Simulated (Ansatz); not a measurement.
SrTe, one cell by several methods

```xyz
2
Lattice="0.0000 3.3592 3.3592 3.3592 0.0000 3.3592 3.3592 3.3592 0.0000" Properties=species:S:1:pos:R:3 pbc="T T T"
Sr    0.0000    0.0000    0.0000
Te    3.3592    3.3592    3.3592
```

Atom numbers follow the list: Sr1, Te2.

The cell was built from the rocksalt type and relaxed in the same program, and has space group Fm-3m; it needn't be a known or the stable phase.

Spin–orbit coupling is left out, though it moves levels of the heavy atoms by tenths of an eV or more.

All numbers are computed: DFT, PBE, PAW with Ansatz's default frozen-core files, scalar-relativistic (Ansatz 0.2.0); DFT, PBE, all-electron PAW with datasets made for the crystal, scalar-relativistic (Ansatz 0.2.0); DFT, PBE, all-electron LAPW, scalar-relativistic (Ansatz 0.2.0).

For PAW: a Γ-centred 11×11×11 k mesh, Fermi–Dirac smearing of 0.03 eV, cutoff 420 eV, no spin polarisation. The crystal-made all-electron datasets (AE datasets) take a cutoff of 240 eV at this cell. LAPW targets a basis error of 0.25 meV/atom. The Ansatz runs share mesh, smearing and spin set-up. Plane-wave (PAW) pressures include the program's estimate of the Pulay term.

Stress and pressure are positive in compression.

Levels count from the top of the valence band.

```json
{"quantity": "pressure (GPa)", "PAW": "0.00", "AE datasets": "0.00", "LAPW": "0.00"}
{"quantity": "band gap (eV)", "PAW": "1.784", "AE datasets": "1.783", "LAPW": "1.783"}
{"quantity": "highest filled level at K (eV)", "PAW": "-0.915", "AE datasets": "-0.915", "LAPW": "-0.915"}
{"quantity": "lowest empty level at K (eV)", "PAW": "2.840", "AE datasets": "2.840", "LAPW": "2.840"}
{"quantity": "highest filled level at Γ (eV)", "PAW": "0.000", "AE datasets": "0.000", "LAPW": "0.000"}
{"quantity": "lowest empty level at Γ (eV)", "PAW": "2.749", "AE datasets": "2.749", "LAPW": "2.748"}
{"quantity": "highest filled level at W (eV)", "PAW": "-1.457", "AE datasets": "-1.457", "LAPW": "-1.457"}
{"quantity": "lowest empty level at W (eV)", "PAW": "3.939", "AE datasets": "3.938", "LAPW": "3.938"}
```

PAW's pressure differs from the LAPW value by about 0.01 GPa or less. Datasets made for the crystal and LAPW share parts of one code, so their agreement isn't an independent check.
